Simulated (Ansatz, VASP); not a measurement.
**CaO: VASP beside Ansatz**

```
CELL_PARAMETERS angstrom
-0.07347 2.41227 2.41227
2.41227 -0.07347 2.41227
2.41227 2.41227 -0.07347
ATOMIC_POSITIONS crystal
Ca 0.00000 0.00000 0.00000
O 0.50000 0.50000 0.50000
```

Change from the starting cell: equal xy, yz and zx shear strains of -3 %, PAW files.

Alike in both runs: task electric field gradients; functional PBE; k mesh 11 × 11 × 11; occupations fermi-dirac, width 0.02 eV; no spin polarisation.

|  | VASP | Ansatz |
| --- | --- | --- |
| version | VASP 6.6.1 | Ansatz 0.2.0 |
| potentials or method | VASP PAW PBE potentials, release 64 (Ca_sv, O) | PAW with Ansatz's default frozen-core files, scalar-relativistic |
| plane-wave cutoff (eV) | 520 | 420 |
| valence electrons in the cell | 16 | 16 |

Ansatz gave:

| Quantity | Value |
| --- | --- |
| gap on the k mesh at the Fermi level (eV) | 3.59 |
| pressure (GPa) | -4.0 |
| largest component of the traceless stress (GPa) | 2.08 |
| Vzz of the field gradient on the site that differs most (V/Å²) | 8.3 |

Q: What did VASP give for the same quantities?

A: gap on the k mesh at the Fermi level (eV): 3.57; pressure (GPa): -3.5; largest component of the traceless stress (GPa): 2.06; Vzz of the field gradient on the site that differs most (V/Å²): 8.1.

The functional is the same, so the differences come from potentials, cutoffs and numerics.

Caveats: an odd mesh through Γ misses points on the zone boundary, where band edges often lie.
